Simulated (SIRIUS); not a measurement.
Runs of SIRIUS 7.12.0 on CuI (Marshite). The structure is cubic, space group F-43m (No. 216). Conventional cell: a = 6.063 Å, b = 6.063 Å, c = 6.063 Å, α = 90.00°, β = 90.00°, γ = 90.00°. I (site symmetry -43m) has 4 Cu at 2.63 Å as nearest neighbours. Cu (site symmetry -43m) is surrounded by 4 I at 2.63 Å. 

```csv
task,level,potentials or basis,U,energy tol,density tol,mixer,mixing beta,max scf,gap on the mesh (eV),pressure (GPa)
single point,LDA+U,PseudoDojo 0.4.1 PBE standard (scalar relativistic),Cu d U = 8 eV,1e-08 Ha,1e-06,anderson,0.7,100,1.94,-3.3
single point,PBEsol,PseudoDojo 0.4.1 PBEsol standard (scalar relativistic),-,1e-08 Ha,1e-06,anderson,0.7,100,0.98,(b)
single point,LDA,PseudoDojo 0.4.1 PBE standard (scalar relativistic),-,1e-08 Ha,1e-06,anderson,0.7,100,0.85,-4.6
single point,LDA+U,PseudoDojo 0.4.1 PBE standard (scalar relativistic),Cu d U = 6 eV,1e-08 Ha,1e-06,anderson,0.7,100,1.77,-3.6
single point,LDA+U,PseudoDojo 0.4.1 PBE standard (scalar relativistic),Cu d U = 2 eV,1e-08 Ha,1e-06,anderson,0.7,100,1.23,(a)
single point,LDA+U,PseudoDojo 0.4.1 PBE standard (scalar relativistic),Cu d U = 4 eV,1e-08 Ha,1e-06,anderson,0.7,100,(c),(d)
```

Alike in all rows: no spin polarisation; cell as given; k mesh 8 × 8 × 8; cutoff (eV) 1254; smearing fermi-dirac 0.05 eV.

Question: Fill in the values left out.

Answer: (a) -4.2; (b) -2.4; (c) 1.53; (d) -3.9.

Caveats: spin-orbit coupling is left out, which moves the levels of the heavy elements; the potentials were made for another functional, which shifts forces and pressure (some runs).

A k mesh can miss the band edges, and the runs leave out spin-orbit coupling on I.
